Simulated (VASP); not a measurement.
# CdSe (Cadmoselite) (P6_3mc) in VASP: a series of runs, part 2 of 3

VASP 6.6.1.

**3. Single point, PBE, spin-orbit coupling, no magnetisation**

INCAR

```
  PREC = Accurate
  ENCUT = 500
  EDIFF = 1E-7
  ISMEAR = 0
  SIGMA = 0.02
  LREAL = F
  LASPH = T
  NELM = 100
  ALGO = Normal
  ISIF = 2
  LWAVE = F
  LCHARG = F
  MAGMOM = 0 0 0 0 0 0 0 0 0 0 0 0
  LORBIT = 11
  LSORBIT = T
  GGA_COMPAT = F
  GGA = PE
  NBANDS = 52
```

KPOINTS

```
regular mesh
0
Gamma
  4 4 2
```

POSCAR

```
CdSe
1.0
    4.3000000000      0.0000000000      0.0000000000
   -2.1500000000      3.7239092363      0.0000000000
    0.0000000000      0.0000000000      7.0200000000
Cd Se
2 2
Direct
    0.6666666667      0.3333333333      0.5000000000
    0.3333333333      0.6666666667      0.0000000000
    0.6666666667      0.3333333333      0.8850000000
    0.3333333333      0.6666666667      0.3850000000
```

Potentials or basis: VASP PAW PBE potentials, release 64 (Cd, Se).

On the command line:

```
$ cat potpaw_PBE.64/Cd/POTCAR potpaw_PBE.64/Se/POTCAR > POTCAR
$ mpirun -np 1 vasp_ncl > vasp.out
```

OUTCAR:

```text
PREC = Accurate
   ENCUT = 500
   EDIFF = 1E-7
   ISMEAR = 0
   LREAL = F
   LASPH = T
   NELM = 100
   ISIF = 2
   LORBIT = 11
   LSORBIT = T
   GGA = PE

 Found      8 irreducible k-points:

 Following reciprocal coordinates:
            Coordinates               Weight
  0.000000  0.000000  0.000000      1.000000
  0.250000 -0.000000  0.000000      6.000000
  0.500000 -0.000000  0.000000      3.000000
  0.250000  0.250000  0.000000      6.000000
  0.000000  0.000000  0.500000      1.000000
  0.250000 -0.000000  0.500000      6.000000
   k-points           NKPTS =      8   k-points in BZ     NKDIM =      8   number of bands    NBANDS=     52
   number of dos      NEDOS =    301   number of ions     NIONS =      4
   total plane-waves  NPLWV =  55296
   dimension x,y,z NGX =    32 NGY =   32 NGZ =   54
   dimension x,y,z NGXF=    64 NGYF=   64 NGZF=  108
   ions per type =               2   2
   NGX,Y,Z   is equivalent  to a cutoff of  12.37, 12.37, 12.79 a.u.
   NGXF,Y,Z  is equivalent  to a cutoff of  24.74, 24.74, 25.58 a.u.
 SYSTEM =  unknown system
   PREC   = accura    normal or accurate (medium, high low for compatibility)
   ISTART =      0    job   : 0-new  1-cont  2-samecut
   ICHARG =      2    charge: 1-file 2-atom 10-const
   ISPIN  =      1    spin polarized calculation?
   LNONCOLLINEAR =      T non collinear calculations
   LSORBIT =      T    spin-orbit coupling
   LASPH  =      T    aspherical Exc in radial PAW
   ENCUT  =  500.0 eV  36.75 Ry    6.06 a.u.   7.84  7.84 12.80*2*pi/ulx,y,z
   NELM   =    100;   NELMIN=  2; NELMDL= -5     # of ELM steps
   EDIFF  = 0.1E-06   stopping-criterion for ELM
   LREAL  =      F    real-space projection
   EDIFFG = 0.1E-05   stopping-criterion for IOM
   NSW    =      0    number of steps for IOM
   IBRION =     -1    ionic relax: 0-MD 1-quasi-New 2-CG
   NFREE  =      0    steps in history (QN), initial steepest desc. (CG)
   ISIF   =      2    stress and relaxation
   ISYM   =      2    0-nonsym 1-usesym 2-fastsym
   POTIM  = 0.5000    time-step for ionic-motion
   TEBEG  =    0.0;   TEEND  =   0.0 temperature during run
   PSTRESS=    0.0 pullay stress
   NELECT =      36.0000    total number of electrons
   NUPDOWN=      -1.0000    fix difference up-down
   EMIN   =  10.00;   EMAX   =-10.00  energy-range for DOS
   EFERMI =   0.00;   METHOD = LEGACY
   ISMEAR =     0;   SIGMA  =   0.02  broadening in eV -4-tet -1-fermi 0-gaus
   EFERMI_NEDOS =   21; number of points for ismear=-14 and -15
   IALGO  =     38    algorithm
   IMIX   =      4    mixing-type and parameters
     AMIX     =   0.40;   BMIX     =  1.00
     AMIX_MAG =   1.60;   BMIX_MAG =  1.00
  volume/ion in A,a.u.               =      28.10       189.64
  Fermi-wavevector in a.u.,A,eV,Ry     =   1.120059  2.116604 17.068937  1.254531
  Thomas-Fermi vector in A             =   2.256702
   LORBIT       =     11    0 simple, 1 ext, 2 COOP (PROOUT), +10 PAW based schemes
   GGA     = PE    functional components
   LHFCALC =     F    Hartree Fock is set to
   AEXX    =    0.0000 exact exchange contribution
   IVDW    =     0    specifies the selected vdW correction
   LEPSILON=     F    determine dielectric tensor
   LRPA    =     F    only Hartree local field effects (RPA)
 Gauss-broadening in eV      SIGMA  =   0.02
  energy-cutoff  :      500.00
  volume of cell :      112.41
 maximum number of plane-waves:      5732
 NGX is ok and might be reduce to    32
   NGX = 15   NGY = 15   NGZ = 25

 number of electron      35.9999998 magnetization      -0.0000000      0.0000000     -0.0000000

 number of electron      35.9999998 magnetization       0.0000000      0.0000000      0.0000000

 number of electron      35.9999998 magnetization       0.0000000      0.0000000     -0.0000000

 Free energy of the ion-electron system (eV)
  ---------------------------------------------------
  ext. energy  EPLUGINS =         0.00000000
  ---------------------------------------------------
  free energy    TOTEN  =       -10.94714261 eV

  energy without entropy =      -10.94714261  energy(sigma->0) =      -10.94714261

 E-fermi :   1.1774     XC(G=0):  -8.8757

 val. band max:        1.0672939480   @ k =   0.0000   0.0000   0.0000
 cond. band min:       1.6469457304   @ k =   0.0000   0.0000   0.0000
 fundamental gap:      0.5796517824
 Fermi energy:         1.1774116928

 k-point     1 :       0.0000    0.0000    0.0000
  band No.  band energies     occupation
      1     -11.6405      1.00000
      2     -11.6405      1.00000
      3     -11.2751      1.00000
      4     -11.2751      1.00000
      5      -7.3054      1.00000
      6      -7.3054      1.00000
[... 295 lines left out ...]
     47       7.6814      0.00000
     48       7.6814      0.00000

 [... further k-points ...]

 [bands above 48 left out]

------------------------ aborting loop because EDIFF is reached ----------------------------------------

  FORCE on cell =-STRESS in cart. coord.  units (eV):
  Direction    XX          YY          ZZ          XY          YZ          ZX
  --------------------------------------------------------------------------------------
  -------------------------------------------------------------------------------------
  Total        2.9335821      2.9335821      1.2645762      0.0000000      0.0000000      0.0000000
  in kB       41.8123112     41.8123112     18.0239891      0.0000000      0.0000000      0.0000000
  external PRESSURE =      33.8828705 kB  Pullay stress =       0.0000000 kB

 VOLUME and BASIS-vectors are now :
 -----------------------------------------------------------------------------
  energy-cutoff  :      500.00
  volume of cell :      112.41
      direct lattice vectors                 reciprocal lattice vectors
     4.300000000  0.000000000  0.000000000     0.232558140  0.134267504  0.000000000
    -2.150000000  3.723909236  0.000000000     0.000000000  0.268535009  0.000000000
     0.000000000  0.000000000  7.020000000     0.000000000  0.000000000  0.142450142

 POSITION                                       TOTAL-FORCE (eV/Angst)
 -----------------------------------------------------------------------------------
      2.15000      1.24130      3.51000        -0.000000      0.000000      0.306283
     -0.00000      2.48261      0.00000         0.000000     -0.000000      0.306283
      2.15000      1.24130      6.21270         0.000000      0.000000     -0.306283
     -0.00000      2.48261      2.70270        -0.000000      0.000000     -0.306283
 -----------------------------------------------------------------------------------
    total drift:                               -0.000000      0.000000      0.000025

  FREE ENERGIE OF THE ION-ELECTRON SYSTEM (eV)
  ---------------------------------------------------
  free  energy   TOTEN  =       -10.9471426133 eV

  energy  without entropy=      -10.9471426133  energy(sigma->0) =      -10.94714261

 Spin-Orbit-Coupling matrix elements

 Ion:    1  E_soc:     -0.0582593
 l=   1
     0.0000000    -0.0026790    -0.0028648
    -0.0026790     0.0000000    -0.0026790
    -0.0028648    -0.0026790     0.0000000
 l=   2
     0.0000000    -0.0013886     0.0000000    -0.0013886    -0.0056167
    -0.0013886     0.0000000    -0.0041819    -0.0013719    -0.0013886
     0.0000000    -0.0041819     0.0000000    -0.0041819     0.0000000
    -0.0013886    -0.0013719    -0.0041819     0.0000000    -0.0013886
    -0.0056167    -0.0013886     0.0000000    -0.0013886     0.0000000
 l=   3
     0.0000000     0.0000000     0.0000000     0.0000000     0.0000000     0.0000000     0.0000000
     0.0000000     0.0000000     0.0000000     0.0000000     0.0000000     0.0000000     0.0000000
     0.0000000     0.0000000     0.0000000     0.0000000     0.0000000     0.0000000     0.0000000
     0.0000000     0.0000000     0.0000000     0.0000000     0.0000000     0.0000000     0.0000000
[... 49 lines left out ...]
 l=   2
     0.0000000    -0.0000010     0.0000000    -0.0000010    -0.0000080
    -0.0000010     0.0000000    -0.0000051    -0.0000001    -0.0000010
     0.0000000    -0.0000051     0.0000000    -0.0000051     0.0000000
    -0.0000010    -0.0000001    -0.0000051     0.0000000    -0.0000010
    -0.0000080    -0.0000010     0.0000000    -0.0000010     0.0000000
 l=   3
     0.0000000     0.0000000     0.0000000     0.0000000     0.0000000     0.0000000     0.0000000
     0.0000000     0.0000000     0.0000000     0.0000000     0.0000000     0.0000000     0.0000000
     0.0000000     0.0000000     0.0000000     0.0000000     0.0000000     0.0000000     0.0000000
     0.0000000     0.0000000     0.0000000     0.0000000     0.0000000     0.0000000     0.0000000
     0.0000000     0.0000000     0.0000000     0.0000000     0.0000000     0.0000000     0.0000000
     0.0000000     0.0000000     0.0000000     0.0000000     0.0000000     0.0000000     0.0000000
     0.0000000     0.0000000     0.0000000     0.0000000     0.0000000     0.0000000     0.0000000

 total charge

# of ion       s       p       d       tot
------------------------------------------
    1        0.441   0.317   9.556  10.315
    2        0.441   0.317   9.556  10.315
    3        1.440   2.407   0.022   3.869
    4        1.440   2.407   0.022   3.869
--------------------------------------------------
tot          3.763   5.448  19.157  28.368

 magnetization (x)

# of ion       s       p       d       tot
------------------------------------------
    1        0.000   0.000  -0.000   0.000
    2       -0.000  -0.000   0.000  -0.000
    3        0.000  -0.000  -0.000  -0.000
    4        0.000   0.000  -0.000   0.000
--------------------------------------------------
tot          0.000   0.000  -0.000   0.000

 magnetization (y)

# of ion       s       p       d       tot
------------------------------------------
    1        0.000   0.000   0.000   0.000
    2        0.000   0.000   0.000   0.000
    3       -0.000   0.000   0.000  -0.000
    4       -0.000   0.000  -0.000  -0.000
--------------------------------------------------
tot         -0.000   0.000  -0.000  -0.000

 magnetization (z)

# of ion       s       p       d       tot
------------------------------------------
    1       -0.000   0.000   0.000  -0.000
    2        0.000  -0.000  -0.000   0.000
    3        0.000  -0.000   0.000  -0.000
    4       -0.000  -0.000   0.000  -0.000
--------------------------------------------------
tot          0.000  -0.000   0.000  -0.000
```

stdout:

```text
POSCAR found type information on POSCAR CdSe
 POSCAR found :  2 types and       4 ions
 scaLAPACK will be used
 LDA part: xc-table for (Slater+PW92), standard interpolation
 POSCAR, INCAR and KPOINTS ok, starting setup
 FFT: planning ... GRIDC
 FFT: planning ... GRID_SOFT
 FFT: planning ... GRID
 WAVECAR not read
 entering main loop
```

Wall time 85 s (1 thread of Intel Xeon 6975P-C (Granite Rapids), shared host); peak memory 0.45 GiB.

The run converged, but some of its settings lie outside the range that counts as converged, so its numbers aren't taken as properties of the crystal.

What came out:

```yaml
Free_energy: -10.9471 eV
Pressure: 3.4 GPa
Largest_force: 0.306 eV/Å
Valence_electrons_inside_the_program's_atomic_spheres: Cd 10.31; Se 3.87
```

Caveat: the k mesh is coarse (spacing up to 0.45 Å⁻¹), so the values aren't converged.

**4. Single point, PBE, spin-orbit coupling, no magnetisation**

Edit INCAR of step 3 so:

```diff
@@ -1,3 +1,3 @@
   PREC = Accurate
-  ENCUT = 500
+  ENCUT = 300
   EDIFF = 1E-7
```

KPOINTS

```
regular mesh
0
Gamma
  5 5 3
```

POSCAR is that of step 3.

Potentials or basis: VASP PAW PBE potentials, release 64 (Cd, Se).

On the command line:

```
$ cat potpaw_PBE.64/Cd/POTCAR potpaw_PBE.64/Se/POTCAR > POTCAR
$ mpirun -np 1 vasp_ncl > vasp.out
```

OUTCAR:

```text
PREC = Accurate
   ENCUT = 300
   EDIFF = 1E-7
   ISMEAR = 0
   LREAL = F
   LASPH = T
   NELM = 100
   ISIF = 2
   LORBIT = 11
   LSORBIT = T
   GGA = PE

 Found     15 irreducible k-points:

 Following reciprocal coordinates:
            Coordinates               Weight
  0.000000  0.000000  0.000000      1.000000
  0.200000  0.000000  0.000000      6.000000
  0.400000  0.000000  0.000000      6.000000
  0.200000  0.200000  0.000000      6.000000
  0.400000  0.200000  0.000000      6.000000
  0.000000  0.000000  0.333333      1.000000
   k-points           NKPTS =     15   k-points in BZ     NKDIM =     15   number of bands    NBANDS=     52
   number of dos      NEDOS =    301   number of ions     NIONS =      4
   total plane-waves  NPLWV =  23040
   dimension x,y,z NGX =    24 NGY =   24 NGZ =   40
   dimension x,y,z NGXF=    48 NGYF=   48 NGZF=   80
   ions per type =               2   2
   NGX,Y,Z   is equivalent  to a cutoff of   9.28,  9.28,  9.47 a.u.
   NGXF,Y,Z  is equivalent  to a cutoff of  18.56, 18.56, 18.95 a.u.
 SYSTEM =  unknown system
   PREC   = accura    normal or accurate (medium, high low for compatibility)
   ISTART =      0    job   : 0-new  1-cont  2-samecut
   ICHARG =      2    charge: 1-file 2-atom 10-const
   ISPIN  =      1    spin polarized calculation?
   LNONCOLLINEAR =      T non collinear calculations
   LSORBIT =      T    spin-orbit coupling
   LASPH  =      T    aspherical Exc in radial PAW
   ENCUT  =  300.0 eV  22.05 Ry    4.70 a.u.   6.07  6.07  9.91*2*pi/ulx,y,z
   NELM   =    100;   NELMIN=  2; NELMDL= -5     # of ELM steps
   EDIFF  = 0.1E-06   stopping-criterion for ELM
   LREAL  =      F    real-space projection
   EDIFFG = 0.1E-05   stopping-criterion for IOM
   NSW    =      0    number of steps for IOM
   IBRION =     -1    ionic relax: 0-MD 1-quasi-New 2-CG
   NFREE  =      0    steps in history (QN), initial steepest desc. (CG)
   ISIF   =      2    stress and relaxation
   ISYM   =      2    0-nonsym 1-usesym 2-fastsym
   POTIM  = 0.5000    time-step for ionic-motion
[... 384 lines left out ...]
     -0.00000      2.48261      0.00000        -0.000000      0.000000      0.294268
      2.15000      1.24130      6.21270        -0.000000     -0.000000     -0.294268
     -0.00000      2.48261      2.70270         0.000000     -0.000000     -0.294268
 -----------------------------------------------------------------------------------
    total drift:                               -0.000000     -0.000000     -0.000167

  FREE ENERGIE OF THE ION-ELECTRON SYSTEM (eV)
  ---------------------------------------------------
  free  energy   TOTEN  =       -10.9770054011 eV

  energy  without entropy=      -10.9770054011  energy(sigma->0) =      -10.97700540

 Spin-Orbit-Coupling matrix elements

 Ion:    1  E_soc:     -0.0570692
 l=   1
     0.0000000    -0.0026806    -0.0028617
    -0.0026806     0.0000000    -0.0026806
    -0.0028617    -0.0026806     0.0000000
 l=   2
     0.0000000    -0.0013497     0.0000000    -0.0013497    -0.0054526
    -0.0013497     0.0000000    -0.0040632    -0.0013340    -0.0013497
     0.0000000    -0.0040632     0.0000000    -0.0040632     0.0000000
    -0.0013497    -0.0013340    -0.0040632     0.0000000    -0.0013497
    -0.0054526    -0.0013497     0.0000000    -0.0013497     0.0000000
 l=   3
     0.0000000     0.0000000     0.0000000     0.0000000     0.0000000     0.0000000     0.0000000
     0.0000000     0.0000000     0.0000000     0.0000000     0.0000000     0.0000000     0.0000000
     0.0000000     0.0000000     0.0000000     0.0000000     0.0000000     0.0000000     0.0000000
     0.0000000     0.0000000     0.0000000     0.0000000     0.0000000     0.0000000     0.0000000
[... 49 lines left out ...]
 l=   2
     0.0000000    -0.0000010     0.0000000    -0.0000010    -0.0000080
    -0.0000010     0.0000000    -0.0000051    -0.0000001    -0.0000010
     0.0000000    -0.0000051     0.0000000    -0.0000051     0.0000000
    -0.0000010    -0.0000001    -0.0000051     0.0000000    -0.0000010
    -0.0000080    -0.0000010     0.0000000    -0.0000010     0.0000000
 l=   3
     0.0000000     0.0000000     0.0000000     0.0000000     0.0000000     0.0000000     0.0000000
     0.0000000     0.0000000     0.0000000     0.0000000     0.0000000     0.0000000     0.0000000
     0.0000000     0.0000000     0.0000000     0.0000000     0.0000000     0.0000000     0.0000000
     0.0000000     0.0000000     0.0000000     0.0000000     0.0000000     0.0000000     0.0000000
     0.0000000     0.0000000     0.0000000     0.0000000     0.0000000     0.0000000     0.0000000
     0.0000000     0.0000000     0.0000000     0.0000000     0.0000000     0.0000000     0.0000000
     0.0000000     0.0000000     0.0000000     0.0000000     0.0000000     0.0000000     0.0000000

 total charge

# of ion       s       p       d       tot
------------------------------------------
    1        0.445   0.317   9.528  10.290
    2        0.445   0.317   9.528  10.290
    3        1.442   2.400   0.023   3.865
    4        1.442   2.400   0.023   3.865
--------------------------------------------------
tot          3.774   5.434  19.101  28.310

 magnetization (x)

# of ion       s       p       d       tot
------------------------------------------
    1        0.000  -0.000   0.000  -0.000
    2       -0.000   0.000   0.000   0.000
    3       -0.000  -0.000  -0.000  -0.000
    4        0.000   0.000   0.000   0.000
--------------------------------------------------
tot         -0.000   0.000  -0.000   0.000

 magnetization (y)

# of ion       s       p       d       tot
------------------------------------------
    1       -0.000   0.000   0.000  -0.000
    2        0.000   0.000   0.000   0.000
    3        0.000  -0.000   0.000  -0.000
    4       -0.000   0.000   0.000   0.000
--------------------------------------------------
tot         -0.000  -0.000   0.000  -0.000

 magnetization (z)

# of ion       s       p       d       tot
------------------------------------------
    1       -0.000  -0.000   0.000  -0.000
    2       -0.000   0.000  -0.000  -0.000
    3       -0.000   0.000  -0.000   0.000
    4        0.000  -0.000  -0.000  -0.000
--------------------------------------------------
tot         -0.000   0.000  -0.000  -0.000
```

OSZICAR:

```text
N       E                     dE             d eps       ncg     rms          rms(c)
DAV:   1     0.177263731517E+03    0.17726E+03   -0.12716E+04  1624   0.814E+02
DAV:   2    -0.240445333829E+01   -0.17967E+03   -0.17427E+03  1836   0.249E+02
DAV:   3    -0.116630299337E+02   -0.92586E+01   -0.91997E+01  1808   0.559E+01
DAV:   4    -0.117404923222E+02   -0.77462E-01   -0.77409E-01  1712   0.485E+00
DAV:   5    -0.117410082908E+02   -0.51597E-03   -0.51595E-03  1756   0.378E-01    0.936E+00
DAV:   6    -0.110163910338E+02    0.72462E+00   -0.11054E+00  1728   0.104E+01    0.728E+00
DAV:   7    -0.109808280250E+02    0.35563E-01   -0.57211E-01  1648   0.381E+00    0.255E+00
DAV:   8    -0.109764140507E+02    0.44140E-02   -0.57694E-02  1604   0.224E+00    0.761E-01
DAV:   9    -0.109765685262E+02   -0.15448E-03   -0.42057E-03  1672   0.469E-01    0.244E-01
DAV:  10    -0.109768265660E+02   -0.25804E-03   -0.14649E-03  1632   0.365E-01    0.612E-02
DAV:  11    -0.109770101220E+02   -0.18356E-03   -0.50574E-04  1632   0.241E-01    0.605E-02
DAV:  12    -0.109770075240E+02    0.25980E-05   -0.69797E-05  1688   0.667E-02    0.116E-02
DAV:  13    -0.109770041907E+02    0.33333E-05   -0.15179E-05  1676   0.248E-02    0.406E-03
DAV:  14    -0.109770050990E+02   -0.90828E-06   -0.29392E-06  1624   0.973E-03    0.279E-03
DAV:  15    -0.109770052271E+02   -0.12813E-06   -0.13689E-07  1408   0.320E-03    0.132E-03
DAV:  16    -0.109770054184E+02   -0.19129E-06   -0.24978E-08  1128   0.107E-03    0.458E-04
DAV:  17    -0.109770054011E+02    0.17257E-07   -0.73943E-08  1232   0.169E-03
   1 F= -.10977005E+02 E0= -.10977005E+02  d E =-.351387E-17  mag=    -0.0000    -0.0000    -0.0000
```

stdout:

```text
POSCAR found type information on POSCAR CdSe
 POSCAR found :  2 types and       4 ions
 scaLAPACK will be used
 LDA part: xc-table for (Slater+PW92), standard interpolation
 POSCAR, INCAR and KPOINTS ok, starting setup
 FFT: planning ... GRIDC
 FFT: planning ... GRID_SOFT
 FFT: planning ... GRID
 WAVECAR not read
 entering main loop
```

Run time: 58 s. Hardware: 1 thread of Intel Xeon 6975P-C (Granite Rapids), shared host; peak memory 0.27 GiB.

The run converged, but some of its settings lie outside the range that counts as converged, so its numbers aren't taken as properties of the crystal.

Results:

```yaml
Free_energy: -10.9770 eV
Largest_force: 0.294 eV/Å
Valence_electrons_inside_the_program's_atomic_spheres: Cd 10.29; Se 3.87
```

Caveat: the cutoff is under 1.25 times the usual one of these potentials, so pressure, stress and relaxed cells hold a basis-set (Pulay) error.

(Part 2 of 3 ends here.)
